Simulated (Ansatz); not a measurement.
An elastic constant from a strain scan in AlCu

Level of theory: Ansatz, DFT PBEsol, scalar-relativistic, plane waves, PAW. Cutoff 420 eV, Γ-centred 20×20×20 k-points, Gaussian smearing of 0.15 eV. No spin polarisation. Energies are free energies at this smearing, counted from the undisturbed cell; pressure is positive in compression.

The starting cell (relaxed at this level; it needn't be the usual structure):

```xyz
2
Lattice="2.9560 0.0000 0.0000 0.0000 2.9560 0.0000 0.0000 0.0000 2.9560" Properties=species:S:1:pos:R:3 pbc="T T T"
Al    0.0000    0.0000    0.0000
Cu    1.4780    1.4780    1.4780
```

The cell is strained by ε times the Voigt pattern (0, 0, 0, 0, 0, 1) (xx, yy, zz, yz, xz, xy; engineering shear) with fractional coordinates fixed. The cell holds 2 atoms in V0 = 25.83 Å³. The stress column is τ = (1/V0) dE/dε, got from the stress tensor σ (compression positive) at each point as −det(1 + εP) σ : P(1 + εP)⁻¹, with P the pattern as a tensor.

```csv
ε,ΔE (meV/atom),τ (GPa)
-0.0525,5.398,-2.827
-0.0450,3.850,-2.301
-0.0375,2.605,-1.828
-0.0300,1.631,-1.403
-0.0225,0.901,-1.017
-0.0150,0.395,-0.661
-0.0075,0.098,-0.325
0.0000,0.000,0.000
0.0075,0.098,0.325
0.0150,0.395,0.661
0.0225,0.901,1.017
0.0300,1.631,1.403
0.0375,2.605,1.828
0.0450,3.850,2.301
0.0525,5.398,2.827
0.0600,?,?
```

**Question.** Which combination of elastic constants does this scan measure, and how large is it?

**Answer.** For small ε, τ = τ0 + Kε with K = pᵀCp, which for this pattern is C44 in the cubic axes. The parabola through τ at ε = -0.0075, 0 and 0.0075 has slope K = 43 GPa at zero. The energies per cell, E = NΔE, of the wider pair ε = ±0.0300 give K = 2[E(ε₊)/ε₊ − E(ε₋)/ε₋]/[(ε₊ − ε₋)V0] = 45 GPa, in agreement.

**Question.** Predict the withheld row at ε = 0.0600 from the harmonic law, and compare.

**Answer.** ΔE = V0(τ0 ε + Kε²/2)/N = 6.296 meV/atom and τ = 2.60 GPa. The calculation gives 7.277 meV/atom and 3.40 GPa: the energy lies 16 % above the harmonic value.

In a metal these slopes depend on the k mesh and the smearing.